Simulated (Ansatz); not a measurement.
# SiC: phonons across the zone

These are results of DFT PBE, scalar-relativistic, plane waves, PAW in Ansatz, not measurements. Settings: 420 eV plane-wave cutoff, Γ-centred 12×12×12 mesh, fixed occupations. No spin polarisation. Phonons by linear response, acoustic sum rule imposed.

Equilibrium structure at this level:
```xyz
2
Lattice="0.0000 2.1899 2.1899 2.1899 0.0000 2.1899 2.1899 2.1899 0.0000" Properties=species:S:1:pos:R:3 pbc="T T T"
Si    2.1899    2.1899    2.1899
C     1.0949    1.0949    1.0949
```

The cell has the zinc blende type, in a space group that the Crystallography Open Database lists for this formula; it was reached from a generator's guess.

Force constants from linear response on a 4×4×4 q mesh.

Question: Is the structure dynamically stable on this mesh?

Answer: Yes, on this mesh: no mode is imaginary.

Question: Give the frequencies (cm⁻¹; i marks imaginary ones) at the irreducible q points, in fractions of the reciprocal vectors, the Γ row without the LO field.

Answer:
| q | star | frequencies |
| --- | --- | --- |
| 0.000 0.000 0.000 | 1 | 0 0 0 775 775 775 |
| 0.000 0.000 0.250 | 8 | 195 195 396 760 760 897 |
| 0.000 0.000 -0.500 | 4 | 259 259 601 748 748 813 |
| 0.000 0.250 0.250 | 6 | 271 271 394 757 757 900 |
| 0.000 0.250 -0.500 | 24 | 324 397 532 743 750 836 |
| 0.000 0.250 -0.250 | 12 | 286 390 477 740 761 854 |
| 0.000 -0.500 -0.500 | 3 | 360 360 622 741 741 804 |
| 0.250 -0.500 -0.250 | 6 | 393 454 526 719 751 832 |
